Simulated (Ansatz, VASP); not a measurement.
SiC: VASP beside Ansatz

The input POSCAR:

```
SiC
1.0
    3.1373345300      0.0000000000      0.0000000000
   -1.5686672650      2.7170114032      0.0000000000
    0.0000000000      0.0000000000      4.9327234312
Si C
2 2
Direct
    0.3333333333      0.6666666667      0.2500000000
    0.6666666667      0.3333333333      0.7500000000
    0.6666666667      0.3333333333      0.2500000000
    0.3333333333      0.6666666667      0.7500000000
```

File INCAR.step1:

```
SYSTEM = SiC
PREC = Accurate
ENCUT = 520
ISMEAR = -1
SIGMA = 0.02
LREAL = .False.
LASPH = .True.
NELM = 80
NBANDS = 16
GGA = PE
ALGO = Normal
EDIFF = 1E-4
LWAVE = .True.
LCHARG = .False.
```

The input INCAR.step2:

```
SYSTEM = SiC
PREC = Accurate
ENCUT = 520
EDIFF = 1E-6
ISMEAR = -1
SIGMA = 0.02
LREAL = .False.
LASPH = .True.
NELM = 80
ALGO = Normal
ISIF = 2
LWAVE = .False.
LCHARG = .False.
METAGGA = R2SCAN
LMIXTAU = .True.
NBANDS = 16
ISTART = 1
```

File KPOINTS:

```
Automatic mesh
0
Gamma
  12 12 6
  0 0 0
```

Input for Ansatz:

```yaml
crystal:
  lattice:
    - [3.13733453, 0.0, 0.0]
    - [-1.568667265, 2.7170114032, 0.0]
    - [0.0, 0.0, 4.9327234312]
  atoms:
    - { symbol: Si, position: [0.3333333333, 0.6666666667, 0.25] }
    - { symbol: Si, position: [0.6666666667, 0.3333333333, 0.75] }
    - { symbol: C, position: [0.6666666667, 0.3333333333, 0.25] }
    - { symbol: C, position: [0.3333333333, 0.6666666667, 0.75] }
kpoints:
  mp_grid: { grid: [12, 12, 6] }
  band_path:
    path:
      - [0.0, 0.0, 0.0]
      - [0.5, 0.0, 0.0]
      - [0.3333333333, 0.3333333333, 0.0]
      - [0.0, 0.0, 0.5]
      - [0.5, 0.0, 0.5]
      - [0.3333333333, 0.3333333333, 0.5]
    npoints: 1
hamiltonian:
  xc: r2scan
scf:
  occupations: { method: fermi_dirac, width: 0.02 }
  n_extra_bands: 5
output:
  forces: true
  stress: true
  eigenvalues: true
```

Alike in both runs: task single point; functional r2SCAN; k mesh 12 × 12 × 6; occupations fermi-dirac, width 0.02 eV; no spin polarisation.

```csv
,VASP,Ansatz
version,VASP 6.6.1,Ansatz 0.2.0
potentials or method,"VASP PAW PBE potentials, release 64 (Si, C)","plane waves, PAW"
plane-wave cutoff (eV),520,500
valence electrons in the cell,16,16
```

VASP gave:

- pressure (GPa): -0.2
- largest component of the traceless stress (GPa): 0.36

Estimate Ansatz's values.

pressure (GPa): 0.0; largest component of the traceless stress (GPa): 0.02.

Caveats: the PAW data sets were made with another functional, which shifts forces and pressure a little (VASP).
